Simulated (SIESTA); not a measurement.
The system is WC (Qusongite).

```
W C
1.0
     2.90650    0.00000    0.00000
    -1.45325    2.51710    0.00000
     0.00000    0.00000    2.83660
W C
1 1
Direct
  0.00000 0.00000 0.00000
  0.66667 0.33333 0.50000
```

Base run:

- Program: SIESTA 5.4.2
- Functional: vdW-DF-cx
- Potentials or basis: PseudoDojo 0.4 standard (PBE files)
- Basis: DZP (energy shift 0.003 Ry; two zetas on semicore shells)
- Grid cutoff: 800 Ry
- Energy shift: 0.003 Ry
- k mesh: 10 × 10 × 9
- Occupations: fermi-dirac, width 0.05 eV
- Spin: no spin polarisation

Its results: band gap on the k mesh none (metal or under the smearing width); pressure 5.3 GPa.

Problem. After a change of settings the same cell gave: band gap on the k mesh none (metal or under the smearing width); pressure 11.6 GPa. Which change was it?
A. functional from vdW-DF-cx to PBE
B. functional from vdW-DF-cx to PBEsol; potentials or basis from PseudoDojo 0.4 standard (PBE files) to PseudoDojo 0.4 standard (PBEsol files)
C. functional from vdW-DF-cx to AM05; potentials or basis from PseudoDojo 0.4 standard (PBE files) to PseudoDojo 0.4 standard (PBEsol files)
D. functional from vdW-DF-cx to BLYP

Solution. A.

Caveats: short orbitals over semicore shells can move pressures by several GPa; the basis of atomic orbitals isn't converged, which shifts pressures, moduli and gaps; the potentials were made for another functional, which shifts forces and pressure (some runs).

Not every run made on this cell is shown here.
